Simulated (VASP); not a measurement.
Runs of VASP 6.6.1 on Ho. It takes space group Im-3m (No. 229, cubic). The conventional cell has a = 3.981 Å, b = 3.981 Å, c = 3.981 Å, α = 90.00°, β = 90.00°, γ = 90.00°. Ho (site symmetry m-3m) has 8 Ho at 3.45 Å as nearest neighbours. This isn't the form of Ho at room conditions, which is hcp.

```csv
task,level,potentials or basis,spin,U,cell,k mesh,cutoff (eV),smearing,optimiser,LDAUTYPE,hund's J,gap on the mesh (eV),pressure (GPa),moment (μB)
relaxation of the atoms,optB88-vdW,"VASP PAW PBE potentials, release 64 (Ho_3), 4f in core","non-collinear, ferromagnetic start",-,atoms relaxed from: cell strained at random at fixed volume,9 × 9 × 9,600,methfessel-paxton 0.2 eV,BFGS,-,-,none,-1.7,0.00
single point,PBE,"VASP PAW PBE potentials, release 64 (Ho)","collinear, ferromagnetic start",-,cell strained at random at fixed volume,9 × 9 × 9,520,fermi-dirac 0.05 eV,-,-,-,none,2.6,3.46
single point,PBE,"VASP PAW PBE potentials, release 64 (Ho)","collinear, ferromagnetic start",-,as given,9 × 9 × 9,500,gaussian 0.1 eV,-,-,-,none,(a),(b)
single point,LDA,"VASP PAW PBE potentials, release 64 (Ho)","collinear, ferromagnetic start",-,as given,12 × 12 × 12,900,methfessel-paxton 0.05 eV,-,-,-,none,-2.6,3.36
single point,PBE,"VASP PAW PBE potentials, release 64 (Ho)","collinear, ferromagnetic start",-,as given,9 × 9 × 9,520,fermi-dirac 0.05 eV,-,-,-,none,2.4,3.64
relaxation of cell and atoms,PBE+dDsC+U,"VASP PAW PBE potentials, release 64 (Ho_3), 4f in core","collinear, ferromagnetic start","Ho f U = 6 eV, J = 1.0 eV",relaxed from: cell strained at random at fixed volume,9 × 9 × 9,600,methfessel-paxton 0.2 eV,BFGS,1,1,none,0.0,0.00
```

Question: Estimate the missing entries.

Answer: (a) 2.2; (b) 3.63.

Caveats: the magnetic or orbital state may not be the lowest; spin-orbit coupling is left out, which moves the levels of the heavy elements; the PAW data sets were made with another functional, which shifts forces and pressure a little (some runs); the 4f electrons are frozen in the core as for a trivalent ion, so they carry no moment and show no levels (some runs); the relaxation stopped at its first step, so nothing moved (some runs); U is put on an f shell that these potentials keep in the core, so it has next to no effect (some runs); pairwise dispersion overbinds metals, which lowers pressure and volume (some runs).

A k mesh can miss the band edges, and the runs leave out spin-orbit coupling on Ho.

A gap of «none» marks a metal or a gap under the smearing width.

The runs don't all hold the same shells in valence.
